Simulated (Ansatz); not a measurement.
# TaN: input, output and frames of a trajectory

Computed with DFT PBE, scalar-relativistic, plane waves, PAW (Ansatz). The runs took a 420 eV cutoff, a shifted (0.5, 0.5, 0.5 steps) 2×2×2 mesh and Fermi–Dirac smearing (0.05 eV). The mesh is coarse. Spin–orbit coupling is left out, which can shift energies with elements as heavy as these. No spin polarisation.

18 atoms, starting at 1.01 times the perfect crystal's volume (space group P-6m2, the cell as given, not relaxed at this level); Langevin thermostat and barostat at 450 K (friction 0.02 fs⁻¹), target pressure 0 GPa; 58 steps of 2 fs. The run is short and not equilibrated. The steps keep the starting cell's plane waves.

Self-consistency was reached.

The run took 3.5 min on 4 threads of Arm Neoverse N1, on a shared host, peak memory 0.7 GiB.

Command:
```bash
ansatz run input.yaml --threads 4 --pin off --max-ram 5120MiB --backend cpu --events-out ev --progress --plain --runs-dir out
```

Input:
```yaml
crystal:
  lattice:
    - [0.0, 5.1056696099, 2.8925781435]
    - [-4.4216395855, -2.552834805, 2.8925781435]
    - [4.4216395855, -2.552834805, 2.8925781435]
  atoms:
    - { symbol: Ta, position: [0.3888888889, 0.7222222222, 0.3888888889] }
    - { symbol: Ta, position: [0.7222222222, 0.7222222222, 0.0555555556] }
    - { symbol: Ta, position: [0.3888888889, 0.3888888889, 0.7222222222] }
    - { symbol: Ta, position: [0.3888888889, 0.0555555556, 0.0555555556] }
    - { symbol: Ta, position: [0.7222222222, 0.3888888889, 0.3888888889] }
    - { symbol: Ta, position: [0.0555555556, 0.7222222222, 0.7222222222] }
    - { symbol: Ta, position: [0.0555555556, 0.3888888889, 0.0555555556] }
    - { symbol: Ta, position: [0.7222222222, 0.0555555556, 0.7222222222] }
    - { symbol: Ta, position: [0.0555555556, 0.0555555556, 0.3888888889] }
    - { symbol: "N", position: [0.3333333333, 0.6666666667, 0.0] }
    - { symbol: "N", position: [0.6666666667, 0.6666666667, 0.6666666667] }
    - { symbol: "N", position: [0.3333333333, 0.3333333333, 0.3333333333] }
    - { symbol: "N", position: [0.3333333333, 0.0, 0.6666666667] }
    - { symbol: "N", position: [0.6666666667, 0.3333333333, 0.0] }
    - { symbol: "N", position: [0.0, 0.6666666667, 0.3333333333] }
    - { symbol: "N", position: [0.0, 0.3333333333, 0.6666666667] }
    - { symbol: "N", position: [0.6666666667, 1.0, 0.3333333333] }
    - { symbol: "N", position: [0.0, 1.0, 0.0] }
basis:
  ecutwfc: 420
kpoints:
  mp_grid: { grid: [2, 2, 2], shift: [0.5, 0.5, 0.5] }
hamiltonian:
  xc: pbe
scf:
  occupations: { method: fermi_dirac, width: 0.05 }
  lower_state_search: "off"
  convergence: { dr2_threshold: 1.0e-07 }
output:
  forces: true
  stress: true
md:
  timestep: 2.0
  n_steps: 58
  ensemble: npt_langevin
  temperature: 450.0
  initial_velocities: maxwell_boltzmann
  seed: 23655
  friction: 0.02
  pressure: 0.0
```

Output (its end):
```
...
  E_kinetic    = 4492.714990
  E_local      = -5545.702809  (includes V_loc(G=0)·N_el)
  E_nonlocal   = 537.752322
  E_hartree    = 1869.207876
  E_xc         = -2519.160151
  E_vxc        = -2540.799708  (∫ρ·V_xc dr)
  E_paw        = -76717.727253  (= ΣΔE_a)
  E_vpaw       = -1193.640563  (= ΣTr[D̂ρ^β])
  E_aug_tail   = 0.002068  (compensation charges beyond the density's cutoff)
  E_ewald      = -14982.736087
  E_smearing   = -0.000021  (= −TS)
  E_closure    = 0.000000  (closes the sum)
  Σ components = -92865.649066   (vs F -92865.649066, Δ=0.00e0)
--- Forces (eV/Å), atoms counted from 1 ---
  atom   1  Ta     1.11986221     0.05099325     0.40412494
  atom   2  Ta    -1.80509464    -2.26407513    -0.57053582
  atom   3  Ta     1.00133336     0.33919765     1.95730988
  atom   4  Ta     0.25863467     0.90285079    -1.59147684
  atom   5  Ta     0.08233419    -1.08664193     0.68409208
  atom   6  Ta    -1.02543018     0.27286390     0.15607906
  atom   7  Ta    -0.27025948     2.94778920    -1.49148403
  atom   8  Ta     1.17356615    -0.52510279    -0.54085744
  atom   9  Ta     1.09164558    -0.32665634     0.38942699
  atom  10  N     -0.85620283    -0.33674209    -1.50353985
  atom  11  N     -0.70021931    -0.32291515    -0.36898175
  atom  12  N      1.17087494    -0.00654495    -0.15071633
  atom  13  N      0.05513265     0.30469102     0.60357150
  atom  14  N      0.56433951     0.19490503     0.07167081
  atom  15  N     -0.74840586    -0.21622424     0.77373844
  atom  16  N      0.48769013    -0.94000425     0.72772307
  atom  17  N     -1.77636881     0.86778695     0.09989743
  atom  18  N      0.17656683     0.14383277     0.34990995
  max |Σ_I F_I| component: 4.79e-5 eV/Å
--- Stress (GPa, compression-positive) ---
        1.728508       0.011500       0.325232
        0.011500       1.681287      -0.326168
        0.325232      -0.326168       3.986044
  P = ⅓ Tr σ = 2.4653 GPa (24.653 kbar)
--- MD trajectory: 58 steps, t = 0.0 → 116.0 fs ---
  final state: T = 431.8 K   F+E_penalty+E_count = -92865.64767142 eV   E_kin = 1.004747 eV
  conserved energy: peak-to-peak 5.288e-3 eV (2.938e-4 eV/atom) over 116.0 fs
  cell: V = 196.4532 Å³ at the end; means of 59 rows, the approach among them: V = 198.9209 Å³, P_inst = -1.6143 GPa
  mean static stress (GPa): xx -2.7529  yy -2.6328  zz -0.7466  yz -0.1000  xz -0.0999  xy 0.1539
  the result is of one more SCF, on plane waves selected at the last cell: its energy does not rank with the rows'
```

Frames along the run (Å, eV/Å; dE is the potential energy from the first frame):

```xyz
18
Lattice="0.000 5.106 2.893 -4.422 -2.553 2.893 4.422 -2.553 2.893" Properties=species:S:1:pos:R:3:forces:R:3 pbc="T T T" time_fs=0.00 dE_eV=0.0000 T_K=425
Ta   -1.474   -0.851    4.339    0.000    0.000    0.051
Ta   -2.948    1.702    4.339    0.000    0.000    0.051
Ta    1.474   -0.851    4.339    0.000    0.000    0.051
Ta    0.000    1.702    1.446    0.000    0.000    0.051
Ta    0.000    1.702    4.339    0.000    0.000    0.051
Ta    0.000   -3.404    4.339    0.000    0.000    0.051
Ta   -1.474   -0.851    1.446    0.000    0.000    0.051
Ta    2.948    1.702    4.339    0.000    0.000    0.051
Ta    1.474   -0.851    1.446    0.000    0.000    0.051
N    -2.948    0.000    2.893    0.000    0.000   -0.051
N     0.000    0.000    5.785    0.000    0.000   -0.051
N     0.000    0.000    2.893    0.000    0.000   -0.051
N     2.948    0.000    2.893    0.000    0.000   -0.051
N    -1.474    2.553    2.893    0.000    0.000   -0.051
N    -1.474   -2.553    2.893    0.000    0.000   -0.051
N     1.474   -2.553    2.893    0.000    0.000   -0.051
N    -2.948    0.000    5.785    0.000    0.000   -0.051
N    -4.422   -2.553    2.893    0.000    0.000   -0.051
18
Lattice="0.000 5.104 2.892 -4.420 -2.552 2.892 4.420 -2.552 2.892" Properties=species:S:1:pos:R:3:forces:R:3 pbc="T T T" time_fs=10.00 dE_eV=0.3719 T_K=253
Ta   -1.469   -0.860    4.332   -0.085    0.511    0.211
Ta   -2.939    1.686    4.331   -0.144    0.381    0.398
Ta    1.479   -0.851    4.344   -0.467    0.024   -0.378
Ta    0.003    1.684    1.444   -0.394    0.675    0.403
Ta    0.017    1.700    4.336   -0.476    0.178   -0.046
Ta   -0.013   -3.414    4.356   -0.253    0.477   -0.384
Ta   -1.487   -0.838    1.436   -0.231   -0.544    0.200
Ta    2.961    1.705    4.348   -0.529   -0.048   -0.031
Ta    1.450   -0.826    1.430    0.553   -0.715    0.483
N    -3.005    0.001    2.890    0.806   -0.018   -0.009
N     0.026    0.047    5.745   -0.371   -0.766    0.593
N    -0.043   -0.028    2.808    0.634    0.456    1.305
N     2.935    0.031    2.930    0.045   -0.436   -0.606
N    -1.499    2.538    2.912    0.521    0.112   -0.348
N    -1.461   -2.479    2.892   -0.278   -1.126   -0.152
N     1.415   -2.604    2.957    0.773    0.861   -1.065
N    -2.909   -0.026    5.812   -0.499    0.386   -0.479
N    -4.451   -2.531    2.893    0.397   -0.405   -0.096
18
Lattice="0.000 5.104 2.891 -4.420 -2.552 2.891 4.420 -2.552 2.891" Properties=species:S:1:pos:R:3:forces:R:3 pbc="T T T" time_fs=22.00 dE_eV=0.6044 T_K=275
Ta   -1.455   -0.861    4.347   -0.432    0.334   -0.350
Ta   -2.918    1.674    4.329   -0.647    0.356    0.570
Ta    1.472   -0.862    4.354   -0.286    0.350   -0.597
Ta    0.009    1.676    1.435   -0.508    1.307    0.829
Ta    0.031    1.701    4.343   -0.831    0.061   -0.187
Ta   -0.026   -3.417    4.352   -0.055    0.525   -0.111
Ta   -1.499   -0.818    1.423   -0.103   -1.373    0.912
Ta    2.980    1.713    4.352   -1.000   -0.263    0.195
Ta    1.422   -0.804    1.410    1.355   -1.289    1.258
N    -2.979   -0.032    2.878    0.503    0.355    0.169
N    -0.005    0.038    5.762    0.160   -0.675    0.404
N    -0.033   -0.001    2.788    0.401    0.043    1.668
N     2.933    0.055    2.964    0.046   -0.800   -1.049
N    -1.512    2.510    2.948    0.815    0.499   -0.939
N    -1.487   -2.521    2.881    0.108   -0.335    0.010
N     1.416   -2.610    2.958    0.605    0.991   -1.068
N    -2.908   -0.021    5.832   -0.439    0.300   -0.756
N    -4.455   -2.524    2.932    0.308   -0.387   -0.957
18
Lattice="0.000 5.109 2.895 -4.425 -2.555 2.895 4.425 -2.555 2.895" Properties=species:S:1:pos:R:3:forces:R:3 pbc="T T T" time_fs=32.00 dE_eV=0.5562 T_K=320
Ta   -1.457   -0.869    4.377   -0.486    0.312   -0.963
Ta   -2.932    1.674    4.347   -0.178    0.305   -0.032
Ta    1.468   -0.883    4.363    0.158    1.121   -0.420
Ta    0.019    1.679    1.426   -0.628    1.160    0.826
Ta    0.037    1.699    4.350   -0.907    0.131   -0.005
Ta   -0.034   -3.411    4.354    0.510    0.171   -0.118
Ta   -1.509   -0.806    1.425    0.550   -1.819    1.000
Ta    2.997    1.723    4.366   -1.547   -0.834   -0.208
Ta    1.411   -0.795    1.409    1.686   -1.561    1.496
N    -2.911   -0.047    2.864   -0.601    0.517    0.634
N    -0.055    0.019    5.822    1.006   -0.343   -0.367
N    -0.008    0.038    2.849    0.004   -0.548    0.744
N     2.915    0.029    2.929    0.352   -0.449   -0.381
N    -1.472    2.515    2.954    0.078    0.408   -0.864
N    -1.470   -2.601    2.882   -0.148    0.779    0.121
N     1.485   -2.525    2.892   -0.344   -0.150   -0.106
N    -2.955   -0.008    5.833    0.165    0.073   -0.654
N    -4.457   -2.589    2.919    0.329    0.728   -0.703
18
Lattice="0.000 5.128 2.905 -4.441 -2.564 2.905 4.441 -2.564 2.905" Properties=species:S:1:pos:R:3:forces:R:3 pbc="T T T" time_fs=42.00 dE_eV=0.8733 T_K=296
Ta   -1.464   -0.886    4.408   -0.479    0.493   -1.086
Ta   -2.960    1.693    4.376    0.475    0.131   -0.329
Ta    1.460   -0.911    4.378    0.629    2.042   -0.269
Ta    0.031    1.688    1.423   -0.906    0.826    1.014
Ta    0.024    1.694    4.369   -0.493    0.545   -0.039
Ta   -0.026   -3.412    4.364    0.299   -0.062   -0.103
Ta   -1.533   -0.802    1.439    1.217   -1.635    0.352
Ta    3.015    1.735    4.390   -2.072   -1.174   -0.517
Ta    1.413   -0.800    1.427    1.365   -0.942    0.507
N    -2.901   -0.014    2.864   -0.977    0.048    0.949
N    -0.053   -0.020    5.900    0.993    0.214   -1.245
N    -0.032    0.039    2.925    0.252   -0.581   -0.282
N     2.938   -0.005    2.923    0.257    0.052   -0.110
N    -1.448    2.518    2.948   -0.387    0.498   -0.527
N    -1.453   -2.617    2.893   -0.571    0.793    0.151
N     1.512   -2.408    2.813   -0.459   -2.022    1.138
N    -2.963   -0.025    5.825    0.049    0.254   -0.136
N    -4.495   -2.580    2.874    0.807    0.521    0.535
18
Lattice="0.000 5.147 2.916 -4.457 -2.573 2.916 4.457 -2.573 2.916" Properties=species:S:1:pos:R:3:forces:R:3 pbc="T T T" time_fs=52.00 dE_eV=1.0399 T_K=355
Ta   -1.472   -0.896    4.439   -0.720    0.638   -1.019
Ta   -2.986    1.717    4.410    0.767   -0.055   -0.475
Ta    1.447   -0.934    4.381    1.003    2.407    0.591
Ta    0.035    1.692    1.427   -1.249    0.662    1.522
Ta    0.003    1.693    4.389   -0.004    0.752   -0.010
Ta   -0.009   -3.408    4.384   -0.148   -0.536   -0.344
Ta   -1.543   -0.813    1.453    0.988   -1.162    0.696
Ta    3.034    1.738    4.417   -2.170   -0.960   -0.826
Ta    1.433   -0.813    1.457    0.842   -0.532   -0.171
N    -2.952    0.007    2.979   -0.282   -0.216   -0.627
N    -0.016   -0.068    5.881    0.380    0.799   -0.424
N    -0.082   -0.001    3.010    0.877   -0.042   -1.202
N     2.963   -0.012    2.901    0.095    0.049    0.474
N    -1.463    2.529    2.945   -0.274    0.463   -0.257
N    -1.471   -2.587    2.910   -0.387    0.225    0.180
N     1.504   -2.392    2.823   -0.296   -2.686    1.172
N    -2.943   -0.005    5.865   -0.390   -0.034   -0.113
N    -4.523   -2.567    2.878    0.971    0.228    0.831
18
Lattice="0.000 5.164 2.925 -4.472 -2.582 2.925 4.472 -2.582 2.925" Properties=species:S:1:pos:R:3:forces:R:3 pbc="T T T" time_fs=64.00 dE_eV=0.8386 T_K=422
Ta   -1.482   -0.899    4.459   -0.561    0.865   -1.051
Ta   -2.997    1.737    4.442    0.529   -0.270   -0.954
Ta    1.433   -0.944    4.385    1.514    2.292    1.014
Ta    0.026    1.701    1.445   -1.149    0.552    1.530
Ta   -0.017    1.696    4.405    0.242    0.703   -0.048
Ta    0.019   -3.389    4.397   -0.937   -1.613   -0.053
Ta   -1.550   -0.841    1.471    1.115   -0.689    0.736
Ta    3.034    1.732    4.428   -1.319   -0.315   -0.475
Ta    1.452   -0.830    1.488    0.648   -0.871    0.070
N    -2.997   -0.033    3.026    0.259    0.448   -1.089
N     0.019   -0.060    5.819   -0.207    0.592    0.818
N    -0.035   -0.012    2.997    0.182    0.098   -0.785
N     3.007   -0.029    2.910   -0.382    0.258    0.579
N    -1.509    2.595    2.940    0.151   -0.330    0.037
N    -1.544   -2.567    2.954    0.522   -0.089   -0.144
N     1.469   -2.548    2.938    0.079   -0.568   -0.393
N    -2.931    0.055    5.901   -0.588   -0.814   -0.118
N    -4.474   -2.550    2.918   -0.097   -0.250    0.324
18
Lattice="0.000 5.166 2.927 -4.474 -2.583 2.927 4.474 -2.583 2.927" Properties=species:S:1:pos:R:3:forces:R:3 pbc="T T T" time_fs=74.00 dE_eV=1.0129 T_K=319
Ta   -1.492   -0.912    4.465   -0.484    1.367   -0.863
Ta   -2.988    1.751    4.455    0.107   -0.711   -1.207
Ta    1.419   -0.932    4.377    1.742    1.929    1.588
Ta    0.004    1.705    1.483   -0.385    0.664    0.553
Ta   -0.027    1.702    4.403    0.291    0.347    0.371
Ta    0.035   -3.374    4.402   -1.779   -2.564    0.844
Ta   -1.554   -0.862    1.483    1.449   -0.454    0.941
Ta    3.015    1.729    4.442   -0.697   -0.140   -0.357
Ta    1.444   -0.837    1.509    0.977   -0.910    0.143
N    -3.014   -0.051    2.964    0.378    0.682    0.008
N    -0.005   -0.033    5.829    0.030    0.223    0.718
N     0.007    0.021    2.956   -0.502   -0.336   -0.035
N     3.016   -0.017    2.998   -0.565    0.197   -0.416
N    -1.497    2.598    2.937   -0.151   -0.425    0.215
N    -1.561   -2.602    3.014    0.777    0.388   -0.754
N     1.460   -2.663    3.016    0.297    1.017   -1.498
N    -2.951    0.088    5.895   -0.422   -1.297    0.129
N    -4.413   -2.568    2.983   -1.062    0.022   -0.382
18
Lattice="0.000 5.159 2.923 -4.468 -2.580 2.923 4.468 -2.580 2.923" Properties=species:S:1:pos:R:3:forces:R:3 pbc="T T T" time_fs=84.00 dE_eV=0.9629 T_K=371
Ta   -1.507   -0.910    4.460   -0.430    1.519   -0.692
Ta   -2.967    1.757    4.449   -0.659   -0.999   -0.865
Ta    1.410   -0.918    4.370    1.623    1.874    1.582
Ta   -0.025    1.699    1.510    0.186    1.024   -0.519
Ta   -0.027    1.710    4.396    0.261   -0.117    0.852
Ta    0.039   -3.364    4.403   -1.996   -2.453    0.783
Ta   -1.544   -0.876    1.497    1.255    0.101    0.566
Ta    2.992    1.731    4.443   -0.374   -0.169   -0.200
Ta    1.425   -0.842    1.521    1.300   -0.564   -0.277
N    -3.009    0.005    2.895    0.219    0.025    1.070
N    -0.045   -0.011    5.853    0.482    0.115    0.347
N    -0.006    0.029    2.894   -0.519   -0.546    1.005
N     2.994    0.032    3.020   -0.417   -0.380   -0.634
N    -1.459    2.572    2.957   -0.762   -0.093   -0.018
N    -1.548   -2.575    3.022    0.498    0.074   -0.795
N     1.496   -2.667    3.011   -0.340    1.109   -1.292
N    -2.998    0.067    5.929    0.124   -0.927   -0.431
N    -4.456   -2.592    2.996   -0.450    0.408   -0.480
18
Lattice="0.000 5.143 2.914 -4.454 -2.571 2.914 4.454 -2.571 2.914" Properties=species:S:1:pos:R:3:forces:R:3 pbc="T T T" time_fs=94.00 dE_eV=0.8485 T_K=372
Ta   -1.520   -0.899    4.445   -0.044    1.369   -0.693
Ta   -2.938    1.756    4.433   -1.370   -1.249   -0.646
Ta    1.402   -0.907    4.350    1.644    1.671    1.589
Ta   -0.043    1.671    1.530    0.425    1.551   -1.562
Ta   -0.023    1.715    4.380    0.263   -0.562    1.132
Ta    0.037   -3.362    4.399   -1.507   -1.792    0.504
Ta   -1.527   -0.899    1.514    0.729    1.029   -0.399
Ta    2.966    1.733    4.436    0.153   -0.528   -0.572
Ta    1.413   -0.847    1.521    1.445   -0.297   -0.907
N    -2.944    0.069    2.925   -0.584   -0.907    0.543
N    -0.033    0.017    5.874    0.287   -0.162   -0.117
N    -0.031    0.015    2.871   -0.262   -0.605    1.375
N     2.943    0.045    2.943    0.086   -0.701    0.372
N    -1.451    2.526    2.929   -0.983    0.496    0.247
N    -1.506   -2.588    2.968    0.101    0.258   -0.035
N     1.520   -2.601    2.906   -0.901    0.353    0.506
N    -3.000    0.014    5.932    0.310   -0.180   -0.844
N    -4.490   -2.575    2.992    0.206    0.254   -0.492
18
Lattice="0.000 5.121 2.901 -4.435 -2.561 2.901 4.435 -2.561 2.901" Properties=species:S:1:pos:R:3:forces:R:3 pbc="T T T" time_fs=106.00 dE_eV=1.1727 T_K=351
Ta   -1.530   -0.885    4.424    0.759    0.797   -0.269
Ta   -2.907    1.763    4.420   -1.829   -1.792   -0.706
Ta    1.407   -0.892    4.329    1.330    1.169    1.797
Ta   -0.049    1.656    1.544    0.426    1.248   -1.851
Ta   -0.012    1.723    4.367    0.418   -1.099    0.612
Ta    0.035   -3.387    4.400   -1.131   -0.622    0.165
Ta   -1.506   -0.930    1.533    0.192    2.303   -1.495
Ta    2.921    1.728    4.429    1.052   -0.717   -0.837
Ta    1.409   -0.842    1.494    1.203   -0.168   -0.851
N    -2.880    0.078    2.997   -1.428   -1.070   -0.616
N     0.065    0.052    5.864   -0.915   -0.602   -0.231
N    -0.112   -0.048    2.893    1.066    0.291    0.943
N     2.909   -0.004    2.881    0.353   -0.158    1.068
N    -1.480    2.530    2.901   -0.400    0.370    0.444
N    -1.423   -2.581    2.877   -0.765    0.057    1.446
N     1.464   -2.487    2.838   -0.316   -1.151    1.406
N    -2.932   -0.048    5.904   -0.488    0.714   -0.889
N    -4.493   -2.584    2.961    0.475    0.430   -0.136
18
Lattice="0.000 5.110 2.895 -4.426 -2.555 2.895 4.426 -2.555 2.895" Properties=species:S:1:pos:R:3:forces:R:3 pbc="T T T" time_fs=116.00 dE_eV=1.0640 T_K=432
Ta   -1.525   -0.873    4.406    1.120    0.051    0.404
Ta   -2.901    1.766    4.414   -1.805   -2.264   -0.570
Ta    1.408   -0.870    4.326    1.001    0.339    1.957
Ta   -0.047    1.660    1.551    0.259    0.903   -1.591
Ta   -0.001    1.728    4.367    0.082   -1.087    0.684
Ta    0.032   -3.417    4.402   -1.025    0.273    0.156
Ta   -1.484   -0.949    1.548   -0.270    2.948   -1.491
Ta    2.906    1.712    4.423    1.174   -0.525   -0.541
Ta    1.418   -0.844    1.466    1.092   -0.327    0.390
N    -2.930    0.016    3.060   -0.856   -0.337   -1.504
N     0.044    0.025    5.863   -0.700   -0.323   -0.369
N    -0.117   -0.017    2.959    1.171   -0.007   -0.151
N     2.922   -0.043    2.908    0.055    0.305    0.603
N    -1.537    2.537    2.920    0.564    0.195    0.072
N    -1.418   -2.566    2.921   -0.748   -0.216    0.774
N     1.410   -2.492    2.876    0.488   -0.940    0.728
N    -2.846   -0.048    5.843   -1.776    0.868    0.100
N    -4.464   -2.570    2.932    0.177    0.144    0.350
```